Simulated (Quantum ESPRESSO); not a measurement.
Crystal: AgCl (Chlorargyrite).

```
CELL_PARAMETERS angstrom
0.00000 2.73500 2.73500
2.73500 0.00000 2.73500
2.73500 2.73500 0.00000
ATOMIC_POSITIONS crystal
Ag 0.00000 0.00000 0.00000
Cl 0.50000 0.50000 0.50000
```

Base run:

- Program: Quantum ESPRESSO 7.5
- Functional: TASK
- Potentials or basis: SG15 PBE 1.2
- Cutoff: 952 eV
- Density cutoff: 3810 eV
- k mesh: 6 × 6 × 6
- Occupations: fermi-dirac, width 0.05 eV
- Spin: no spin polarisation

Its results: band gap on the k mesh 2.28 eV, indirect (least direct gap 4.82 eV); pressure 11.2 GPa.

Q: The run is repeated on the same cell with these changes: functional from TASK to r2SCAN. What comes out?

A: Band gap on the k mesh 1.40 eV, indirect (least direct gap 3.93 eV); pressure 2.4 GPa.

Caveats: the potentials were made for another functional, which shifts forces and pressure; this potential file gives levels or pressures that part from those of other sets.

Not every run made on this cell is shown here.
